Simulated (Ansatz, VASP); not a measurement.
W in VASP and in Ansatz

```xyz
1
Lattice="0.0000 1.9665 2.1632 1.9665 0.0000 2.1632 1.9665 1.9665 0.0000" Properties=species:S:1:pos:R:3 pbc="T T T"
W     0.0000    0.0000    0.0000
```

Alike in both runs: task single point; functional LDA; k mesh 22 × 22 × 22; occupations gaussian, width 0.15 eV; no spin polarisation.

```csv
,VASP,Ansatz
version,VASP 6.6.1,Ansatz 0.2.0
potentials or method,"VASP PAW LDA potentials, release 64 (W_sv)","scalar-relativistic, plane waves, PAW"
plane-wave cutoff (eV),520,420
valence electrons in the cell,14,14
```

|  | VASP | Ansatz | Ansatz less VASP |
| --- | --- | --- | --- |
| gap on the k mesh at the Fermi level (eV) | none | none | - |
| pressure (GPa) | -16.5 | -17.8 | -1.38 |
| largest component of the traceless stress (GPa) | 7.28 | 7.34 | +0.057 |

A gap of «none» marks a metal or a gap that the smearing closes.

Caveats: so large a pressure means that the cell lies far from this level's equilibrium, or that cutoff or potentials fall short (VASP). The runs have no spin-orbit coupling, so splittings on W are missing.
